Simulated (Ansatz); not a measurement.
# Li3H4: balancing the decomposition

The calculation used DFT PBE, scalar-relativistic, plane waves, PAW in Ansatz. Settings: cutoff 420 eV, Γ-centred meshes spaced at most about 0.3 Å⁻¹, and about 0.25 Å⁻¹ or finer for metals (2π included), Gaussian smearing. No spin polarisation.

Formation energies are uncorrected and refer to the elements' standard structures at the same level (H₂ as a molecule).

These are static total energies at zero pressure. With hydrogen, zero-point motion can shift formation energies by some tens of meV/atom.

A trial sheet of Li3H4 (reached from: ordered sheet of the BRh type; relaxed: layer group p4mm (No. 55), a = 5.260 Å, b = 5.260 Å, γ = 90.0°, thickness 0.36 Å between the outermost nuclei) has a formation energy of 0.095 eV/atom. At its composition the lowest mixture among the elements and 1 reference phase computed alike (others may be missing) consists of these:

| phase | source | ΔE_f (eV/atom) |
| --- | --- | --- |
| H2 (gas) | element | 0.000 |
| LiH (Fm-3m) | textbook type | -0.417 |

Question: Write the balanced decomposition and find its energy per atom, per formula unit and per mole of formula units.

Answer: Balancing Li and H gives 2 Li3H4 → H2 + 6 LiH. The left side holds 14 atoms, and the products take 2/14 (H2) and 12/14 (LiH) of them. The mixture therefore lies at 2/14 × (0.000) + 12/14 × (-0.417) = -0.357 eV/atom. The reaction energy is -0.357 − (0.095) = -0.452 eV/atom. Times 7 atoms that is -3.164 eV per Li3H4, and times 96.485 it is -305 kJ per mole of Li3H4. Decomposition is downhill, so the trial structure is unstable against this mixture. Entropy of the gas would favour the products further at finite temperature. The rivals are bulk phases, so the margin includes the cost of making a free sheet.
